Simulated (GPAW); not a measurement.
Crystal: WS2, a slab with vacuum.

```
W S
1.0
     3.18352    0.00000    0.00000
    -1.59176    2.75701    0.00000
     0.00000    0.00000   16.95058
W S
1 2
Direct
  0.00000 0.00000 0.00000
  0.33333 0.66667 0.09200
  0.33333 0.66667 0.90800
```

Base run:

- Program: GPAW 26.7.0
- Functional: PBEsol
- Potentials or basis: PAW data sets generated in the run's folder for this functional
- Cutoff: 600 eV
- Basis: pw
- k mesh: 10 × 10 × 2
- Occupations: fermi-dirac, width 0.05 eV
- Spin: no spin polarisation

Its results: band gap on the k mesh 1.98 eV, indirect (least direct gap 2.14 eV); largest force 0.120 eV/Å.

Problem. The run is repeated on the same cell with these changes: k mesh from 10 × 10 × 2 to 8 × 8 × 2. What comes out?

Solution. Band gap on the k mesh 2.05 eV, indirect (least direct gap 2.24 eV); largest force 0.119 eV/Å.

Caveats: spin-orbit coupling is left out, which moves the levels of the heavy elements.

A k mesh can miss the band edges.

Not every run made on this cell is shown here.
